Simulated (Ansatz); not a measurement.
**SnSe2: the band gap up the ladder of functionals**

The task here is to estimate one member of a computed series from the others.

Code: Ansatz 0.2.0. PAW datasets, plane waves. The values are computed, spin-unpolarised, and not measurements.

### The structure to begin with

The cell was relaxed beforehand with r2SCAN+rVV10.

It is trigonal, P-3m1 (No. 164); conventional cell a = 3.825 Å, c = 6.227 Å, 26.30 Å³ an atom. Near Sn stand 6 Se at 2.71 Å; near Se stand 3 Sn at 2.71 Å.

Structure file:

```cif
data_structure
_symmetry_space_group_name_H-M 'P-3m1'
_symmetry_Int_Tables_number 164
_cell_length_a 3.8252
_cell_length_b 3.8252
_cell_length_c 6.2271
_cell_angle_alpha 90.000
_cell_angle_beta 90.000
_cell_angle_gamma 120.000
_cell_volume 78.91
loop_
_atom_site_label
_atom_site_type_symbol
_atom_site_symmetry_multiplicity
_atom_site_Wyckoff_symbol
_atom_site_fract_x
_atom_site_fract_y
_atom_site_fract_z
_atom_site_occupancy
Sn1 Sn 1 a 0.00000 0.00000 0.00000 1
Se1 Se 2 d 0.33333 0.66667 0.25308 1
```

The first run:

The input, input.yaml:

```yaml
crystal:
  lattice:
    - [3.8251638408, 0.0, 0.0]
    - [-1.9125819204, 3.3126890598, 0.0]
    - [0.0, 0.0, 6.2270561224]
  atoms:
    - { symbol: Sn, position: [0.0, 0.0, 0.0] }
    - { symbol: Se, position: [0.3333333333, 0.6666666667, 0.2530760438] }
    - { symbol: Se, position: [0.6666666667, 0.3333333333, 0.7469239562] }
kpoints:
  mp_grid: { grid: [12, 12, 4] }
  band_path:
    path:
      - [[0.0, 0.0, 0.0], [0.5, 1.385004738543e-17, -2.74154052137e-36], [0.3333333333333, 0.3333333333333, 9.134952304008e-35], [0.0, 0.0, 0.0], [-6.199725239399e-52, 9.213038071619e-52, 0.5], [0.5, 1.385004738543e-17, 0.5], [0.3333333333333, 0.3333333333333, 0.5], [-6.199725239399e-52, 9.213038071619e-52, 0.5]]
      - [[0.5, 1.385004738543e-17, 0.5], [0.5, 1.385004738543e-17, -2.74154052137e-36]]
      - [[0.3333333333333, 0.3333333333333, 0.5], [0.3333333333333, 0.3333333333333, 9.134952304008e-35]]
    npoints: 10
hamiltonian:
  xc: pbe
scf:
  occupations: { method: fermi_dirac, width: 0.02 }
  n_extra_bands: 4
output:
  forces: true
  stress: true
  eigenvalues: true
```

Run with:

```sh
$ ansatz run input.yaml --threads 2 --pin off --max-ram 4608MiB --backend cpu --events-out ev --progress --plain --runs-dir out
```

Among the steps run: PBE bands along the symmetry lines; r2SCAN at the same geometry; HSE06; PBE+SOC at the same geometry; PBE0; LDA; G0W0 on PBE; Quasiparticle levels, G0W0@PBE; DDH-PBE0 at the same geometry; Single point with HSE06+SOC; Hartree-Fock; Single point with r2SCANh.

One table of the session follows, with a row left open; its other results are not shown here.

| level | gap (eV) |
| --- | --- |
| PBE | 0.67 |
| r2SCAN | 0.96 |
| HSE06 | 1.34 |
| PBE+SOC | ? |
| PBE0 | 1.99 |
| LDA | 0.52 |
| G0W0@PBE (235 empty bands) | 1.18 |
| G0W0@PBE (584 empty bands) | 1.17 |
| DDH-PBE0 | 1.14 |
| HSE06+SOC | 1.28 |
| Hartree-Fock | 6.62 |
| r2SCANh | 1.43 |

Estimate the missing values for PBE+SOC.

The run gave: gap (eV): 0.64. In the column «gap (eV)» it lies between LDA (0.52) and PBE (0.67).

Meshes: PBE 12×12×4, r2SCAN 12×12×4, HSE06 6×6×4, PBE+SOC 12×12×4, PBE0 6×6×4, LDA 12×12×4, DDH-PBE0 6×6×4, HSE06+SOC 6×6×2, Hartree-Fock 6×6×4, r2SCANh 6×6×4

**Reading.** LDA gives the least gap, 0.52 eV, and Hartree-Fock the largest, 6.62 eV. PBE reaches 57 % of the G0W0@PBE value, and r2SCAN 82 %. PBE0 lies 0.65 eV above HSE06, which differs from it by screening the long-range exchange. Hartree-Fock lies above G0W0@PBE by 5.4 eV. Spin-orbit coupling changes the PBE gap by -0.03 eV, which is little. No extrapolation in bands, cutoff or mesh was made for G0W0. All values are for fixed nuclei; lattice motion, which mostly narrows measured gaps, is not included.

Limits of these values: Warnings in the runs' records: stress exchange threshold loose, stress scf threshold loose.
